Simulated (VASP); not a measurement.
Runs of VASP 6.6.1 on Os. Symmetry: Im-3m, No. 229, cubic system. Conventional cell: a = 3.092 Å, b = 3.092 Å, c = 3.092 Å, α = 90.00°, β = 90.00°, γ = 90.00°. Os (site symmetry m-3m) has 8 Os at 2.68 Å as nearest neighbours. The cell was built by a generator and needn't be a form met in nature.

| level | cell | k mesh | gap on the mesh (eV) | pressure (GPa) |
| --- | --- | --- | --- | --- |
| r2SCAN | Im-3m, 14.78 Å³/atom | 18 × 18 × 18 | none | -6.7 |
| PBE | Im-3m, 15.75 Å³/atom | 10 × 10 × 10 | none | -19.7 |
| PBE | Im-3m, 14.06 Å³/atom | 10 × 10 × 10 | none | 19.9 |
| r2SCAN | Im-3m, 14.47 Å³/atom | 18 × 18 × 18 | none | (a) |

Alike in all rows: task single point; potentials or basis VASP PAW PBE potentials, release 64 (Os); no spin polarisation; cutoff (eV) 520; smearing gaussian 0.05 eV.

Question: Fill in the values left out.

Answer: (a) 1.1.

Caveats: the PAW data sets were made with another functional, which shifts forces and pressure a little (some runs); so large a pressure means that the cell lies far from this level's equilibrium, or that cutoff or potentials fall short (some runs).

A k mesh can miss the band edges, and the runs leave out spin-orbit coupling on Os.

A gap of «none» marks a metal or a gap under the smearing width.
